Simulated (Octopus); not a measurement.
# BN (R3m) in Octopus: reference runs

How does BN come out in PBE? The cell is run as given.

All numbers are computed with Octopus 16.4; they aren't measurements. Logs are shortened: lines on timing, memory, paths and dates and some standing lists are left out, and cuts for length are marked.

### Step 1. Starting point

It takes space group R3m (No. 160, trigonal). The conventional cell has a = 2.502 Å, b = 2.502 Å, c = 10.119 Å, α = 90.00°, β = 90.00°, γ = 120.00°. Around N (site symmetry 3m) lie 3 B at 1.44 Å. Around B (site symmetry 3m) lie 3 N at 1.44 Å.

The cell is a database's computed one.

### Step 2. Single point, PBE

inp

```
CalculationMode = gs
UnitsOutput = eV_Angstrom
PeriodicDimensions = 3
ExperimentalFeatures = yes
PseudopotentialSet = pseudodojo_pbe
%LatticeParameters
 1*angstrom | 1*angstrom | 1*angstrom
%
%LatticeVectors
 1.2511217832 | 0.7223354983 | 3.3729344033
 -1.2511217832 | 0.7223354983 | 3.3729344033
 0 | -1.4446709966 | 3.3729344033
%
%ReducedCoordinates
 "N" | 0.6672382 | 0.6672382 | 0.6672382
 "B" | 0.0003288 | 0.0003288 | 0.0003288
%
%Spacing
 0.13104642*angstrom | 0.13104642*angstrom | 0.13104642*angstrom
%
DerivativesOrder = 8
%KPointsGrid
 12 | 12 | 12
%
KPointsUseSymmetries = yes
XCFunctional = gga_x_pbe + gga_c_pbe
SmearingFunction = fermi_dirac
Smearing = 0.05*eV
ExtraStates = 6
Eigensolver = chebyshev_filter
ConvRelDens = 3e-7
MaximumIter = 120
%Output
 density | cube
 elf | cube
 potential | cube
%
```

Potentials or basis: pseudodojo_pbe (PseudoDojo 0.5, PBE).

Launch:

```sh
OMP_NUM_THREADS=1 octopus > out.log
```

out.log:

```text
Running octopus

Version                : 16.4
Optional libraries     :

************************** Calculation Mode **************************
Input: [CalculationMode = gs]
**********************************************************************

Input: [SpinComponents = unpolarized]

******************************* Space ********************************
Octopus will run in 3 dimension(s).
Octopus will treat the system as periodic in 3 dimension(s).
**********************************************************************

Input: [AllElectronType = no]
Input: [PseudopotentialSet = pseudodojo_pbe]
Reading Coordinates from ReducedCoordinates block

****************************** Species *******************************
  Species 'N'
    type             : pseudopotential
    file             : 'N.upf'
    file format      : UPF2
    valence charge   : 5.0
    atomic number    :   7
    form on file     : kleinman-bylander
    lmax             : 1
    llocal           : -1
    projectors per l : 2
    total projectors : 4
    application form : kleinman-bylander
    orbitals         :  4
    bound orbitals   :  4

  Species 'B'
    type             : pseudopotential
    file             : 'B.upf'
    file format      : UPF2
    valence charge   : 3.0
    atomic number    :   5
    form on file     : kleinman-bylander
    lmax             : 1
    llocal           : -1
    projectors per l : 2
    total projectors : 4
    application form : kleinman-bylander
    orbitals         :  4
    bound orbitals   :  4

**********************************************************************

***************************** Symmetries *****************************
Space group No.  160
International: R3m
Schoenflies: C3v^5
Info: The system has     6 symmorphic symmetries that can be used.
  Index                Rotation matrix                      Fractional translations
    1 :     1   0   0     0   1   0     0   0   1      0.000000    0.000000    0.000000
    2 :     0   1   0     0   0   1     1   0   0      0.000000    0.000000    0.000000
    3 :     0   0   1     1   0   0     0   1   0      0.000000    0.000000    0.000000
    4 :     0   0   1     0   1   0     1   0   0      0.000000    0.000000    0.000000
    5 :     0   1   0     1   0   0     0   0   1      0.000000    0.000000    0.000000
    6 :     1   0   0     0   0   1     0   1   0      0.000000    0.000000    0.000000
Info: The system also has     0 nonsymmorphic symmetries (not used for electrons).
**********************************************************************

Input: [CurvMethod = curv_affine]
Input: [DerivativesStencil = stencil_stargeneral]

****************************** Lattice *******************************
  Lattice Vectors [A]
    1.251122    0.722335    3.372934
   -1.251122    0.722335    3.372934
    0.000000   -1.444671    3.372934
  Cell volume =            18.2893 [A^3]
  Reciprocal-Lattice Vectors [A^-1]
    2.511021    1.449738    0.620942
   -2.511021    1.449738    0.620942
   -0.000000   -2.899477    0.620942
  Cell angles [degree]
    alpha =   39.872
    beta  =   39.872
    gamma =   39.872
**********************************************************************

Checking if the generated full k-point grid is symmetric

   189 k-points generated from parameters :
 ---------------------------------------------------
    n =   12   12   12

    s1  =  0.00  0.00  0.00
[... 271 lines left out ...]

** Warning:
**   Unable to read wavefunctions.
**   Starting from scratch!

**************************** Eigensolver *****************************
Input: [Eigensolver = chebyshev_filter]
Input: [SubspaceDiagonalization = standard]
**********************************************************************

Input: [MixField = potential] (what to mix during SCF cycles)
Input: [MixingScheme = broyden]
Info: Mixing uses    4 steps and restarts after   20 steps.
Input: [LCAOStart = lcao_states]
Input: [LCAOScaleFactor = 1.000]
Input: [LCAOMaximumOrbitalRadius = 10.58 A]

** Warning:
**   Cannot do LCAO for all states because there are not enough atomic orbitals.
**   Required: 10. Available: 8. 2 orbitals will be randomized.

Info: Unnormalized total charge =      7.993657
Info: Renormalized total charge =      8.000000
Info: Setting up Hamiltonian.
Info: Performing initial LCAO calculation with      8 orbitals.
Info: Getting Hamiltonian matrix elements.

Eigenvalues [eV]
 #st  Spin   Eigenvalue      Occupation
#k =       1, k = (  0.000000,  0.000000,  0.000000)
   1   --   -19.651412       2.000000
   2   --    -5.537121       2.000000
   3   --    -4.339391       2.000000
   4   --    -4.339391       2.000000
   5   --     8.169653       2.000000
   6   --    11.267146       0.003014
   7   --    11.453356       0.000073
   8   --    11.453356       0.000073
#k =       2, k = (  0.083333,  0.000000,  0.000000)
   1   --   -19.484249       2.000000
   2   --    -5.298337       2.000000
   3   --    -4.511972       2.000000
   4   --    -4.333144       2.000000
   5   --     8.606378       2.000000
   6   --    11.514392       0.000021
   7   --    11.933932       0.000000
   8   --    12.024372       0.000000
[... 187 further k-points ...]
Fermi energy =    10.942342 eV
Generating random wavefunctions for states        9 and above
Orthogonalizing wavefunctions.
Info: Ground-state restart information will be written to 'restart/gs'.
Info: SCF using complex wavefunctions.
Info: Starting SCF iteration.

** Warning:
**   Symmetrization discrepancy ratio (scalar) =  4.58822E-02

*********************** SCF CYCLE ITER #    1 ************************
 etot  = -4.09342165E+02 abs_ev   =  4.26E+01 rel_ev   =  5.52E-01
 ediff =        1.50E+01 abs_dens =  1.90E+00 rel_dens =  2.38E-01
Matrix vector products: 4725
Converged eigenvectors: 0

#  State  KPoint  Eigenvalue [eV]  Occupation    Error
      1       1      -20.257518    2.000000   ( 1.4E-04)
      1       5      -20.246502    2.000000   ( 1.5E-04)
      1      24      -20.216148    2.000000   ( 2.0E-04)
      1      70      -20.174059    2.000000   ( 3.4E-04)
      1       2      -20.131355    2.000000   ( 1.5E-04)
      1     134      -20.131218    2.000000   ( 5.1E-04)
      1       3      -20.127706    2.000000   ( 1.5E-04)
      1      10      -20.113644    2.000000   ( 1.7E-04)
[... 23 lines left out ...]
     10      16       27.807203    0.000000   ( 3.1E-01)
     10       5       27.951438    0.000000   ( 2.8E-01)
     10      92       28.060487    0.000000   ( 3.0E-01)
     10       3       28.172069    0.000000   ( 2.4E-01)
     10      24       28.761470    0.000000   ( 3.0E-01)
     10      35       28.767680    0.000000   ( 2.7E-01)
     10       8       29.001332    0.000000   ( 3.0E-01)
     10       1       29.693303    0.000000   ( 2.5E-01)

Density of states:

----%-------------%---------------------------------------------------
----%--------%----%-----------------------%---------------------------
----%--------%----%-%%--%----------------%%%%-------------------------
----%--------%---%%%%%--%----------%----%%%%%--%%%-%-%----------------
---%%--------%-%-%%%%%--%---------%%----%%%%%-%%%%%%%%----------------
-%%%%--------%-%-%%%%%-%%---------%%%---%%%%%%%%%%%%%%--%%------------
-%%%%--------%%%-%%%%%%%%---------%%%%%-%%%%%%%%%%%%%%%-%%------------
-%%%%--------%%%%%%%%%%%%---------%%%%%%%%%%%%%%%%%%%%%%%%%--%--------
-%%%%--------%%%%%%%%%%%%---------%%%%%%%%%%%%%%%%%%%%%%%%%%%%%%------
%%%%%-------%%%%%%%%%%%%%%--------%%%%%%%%%%%%%%%%%%%%%%%%%%%%%%%%%---
                              ^

Fermi energy =     1.563113 eV

**********************************************************************

** Warning:
**   Symmetrization discrepancy ratio (scalar) =  4.83330E-02

*********************** SCF CYCLE ITER #    2 ************************
 etot  = -3.80280567E+02 abs_ev   =  1.35E+01 rel_ev   =  2.11E-01
 ediff =        1.07E+00 abs_dens =  6.53E-01 rel_dens =  8.16E-02
Matrix vector products: 4725
Converged eigenvectors: 0
[... 139 lines left out ...]
*********************** SCF CYCLE ITER #   14 ************************
 etot  = -3.64812205E+02 abs_ev   =  1.21E-05 rel_ev   =  2.21E-07
 ediff =        4.42E-07 abs_dens =  6.17E-07 rel_dens =  7.71E-08
Matrix vector products: 4725
Converged eigenvectors: 0

#  State  KPoint  Eigenvalue [eV]  Occupation    Error
      1       1      -17.528423    2.000000   ( 3.8E-08)
      1       5      -17.511963    2.000000   ( 3.8E-08)
      1      24      -17.466383    2.000000   ( 3.9E-08)
      1      70      -17.402615    2.000000   ( 5.0E-08)
      1       2      -17.390658    2.000000   ( 3.8E-08)
      1       3      -17.385201    2.000000   ( 3.8E-08)
      1      10      -17.364114    2.000000   ( 3.8E-08)
      1      16      -17.349001    2.000000   ( 3.8E-08)
[... 23 lines left out ...]
     10      24       25.968619    0.000000   ( 3.5E-02)
     10      16       25.995336    0.000000   ( 4.1E-02)
     10       5       26.154141    0.000000   ( 3.8E-02)
     10       1       26.228332    0.000000   ( 3.1E-02)
     10      35       26.259735    0.000000   ( 3.4E-02)
     10       3       26.410363    0.000000   ( 3.7E-02)
     10       2       26.422615    0.000000   ( 3.4E-02)
     10      10       26.491597    0.000000   ( 3.0E-02)

Density of states:

-----------------------------------------------%----------------------
---------------------%-------------------------%-----%----------------
-----%---------------%%%----------------------%%-----%-------%--------
-----%---------------%%%----------------------%%%%%%%%-----%%%--------
-----%---------%----%%%%-%----------%-------%-%%%%%%%%---%-%%%--------
----%%---------%---%%%%%%%%%--------%-------%%%%%%%%%%%%%%-%%%--------
---%%%--------%%-%%%%%%%%%%%--------%%-%%--%%%%%%%%%%%%%%%-%%%%-------
-%%%%%%-------%%%%%%%%%%%%%%--------%%%%%-%%%%%%%%%%%%%%%%%%%%%-------
-%%%%%%-------%%%%%%%%%%%%%%-------%%%%%%%%%%%%%%%%%%%%%%%%%%%%%------
%%%%%%%-------%%%%%%%%%%%%%%%------%%%%%%%%%%%%%%%%%%%%%%%%%%%%%%%----
                              ^

Fermi energy =     1.697482 eV

**********************************************************************

Info: SCF converged in   14 iterations

** Warning:
**   Some of the states are not fully converged!

Info: Number of matrix-vector products:      66150
Info: Writing output to static/

Info: Finished writing information to 'restart/gs'.

Octopus emitted 18 warnings.
```

It took 15 min on 1 thread of Arm Neoverse V1, shared host; peak memory 2.5 GiB.

Results:

| Item | Value |
| --- | --- |
| Free energy | -364.8122 eV |
| Largest force | 0.004 eV/Å |
| Band gap on the k mesh | 4.31 eV, indirect (least direct gap 4.72 eV) |

Forces on the atoms (eV/Å):
```
N    0.000  0.000 -0.004
B    0.000  0.000  0.004
```

A k mesh can miss the band edges. Expect the measured gap to be larger: semilocal functionals such as PBE lack the derivative discontinuity.
